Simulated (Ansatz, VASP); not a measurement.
This is a calculation of AgI for Ansatz 0.2.0.

The input input.yaml:

```yaml
crystal:
  lattice:
    - [0.0, 3.2790904105, 3.2790904105]
    - [3.2790904105, 0.0, 3.2790904105]
    - [3.2790904105, 3.2790904105, 0.0]
  atoms:
    - { symbol: I, position: [0.75, 0.75, 0.75] }
    - { symbol: Ag, position: [0.0, 0.0, 0.0] }
hamiltonian:
  xc: pbe
  pseudopotentials: { kind: paw }
kpoints:
  mp_grid: { grid: [7, 7, 7] }
scf:
  occupations: { method: fermi_dirac, width: 0.05 }
output:
  forces: true
  stress: true
  eigenvalues: true
```

Potentials or basis: Ansatz PAW.

Command:

```bash
$ ansatz run input.yaml --threads 2 --pin off --max-ram 5120MiB --backend cpu --events-out ev --progress --plain --runs-dir out
```

Question: Set up the same calculation for VASP 6.6.1. Potentials there: VASP PAW PBE potentials, release 64 (I, Ag).

Answer: As run (the cutoff follows the program's own potentials):

Contents of INCAR:

```
SYSTEM = AgI
PREC = Accurate
ENCUT = 520
EDIFF = 1E-7
ISMEAR = -1
SIGMA = 0.05
LREAL = .False.
LASPH = .True.
NELM = 80
ALGO = Normal
ISIF = 2
LWAVE = .False.
LCHARG = .False.
GGA = PE
NBANDS = 16
```

KPOINTS

```
regular mesh
0
Gamma
  7 7 7
  0 0 0
```

POSCAR

```
AgI
1.0
    0.0000000000      3.2790904105      3.2790904105
    3.2790904105      0.0000000000      3.2790904105
    3.2790904105      3.2790904105      0.0000000000
I Ag
1 1
Direct
    0.7500000000      0.7500000000      0.7500000000
    0.0000000000      0.0000000000      0.0000000000
```

Potentials or basis: VASP PAW PBE potentials, release 64 (I, Ag).

Run with:

```console
$ cat potpaw_PBE.64/I/POTCAR potpaw_PBE.64/Ag/POTCAR > POTCAR
$ mpirun -np 1 vasp_std > vasp.out
```

Both were run:

|  | VASP | Ansatz | Ansatz less VASP |
| --- | --- | --- | --- |
| gap on the k mesh at the Fermi level (eV) | 1.34 | 1.34 | -0.002 |
| least direct gap on the mesh (eV) | 1.34 | 1.34 | -0.002 |
| pressure (GPa) | 0.8 | 0.9 | +0.06 |

The two sets of potentials don't hold the same shells in valence.

Caveats: spin-orbit coupling is left out, which moves the levels of the heavy elements; odd divisions of the mesh miss points on the zone boundary, where band edges often lie, so the gap on the mesh can be too wide (Ansatz).
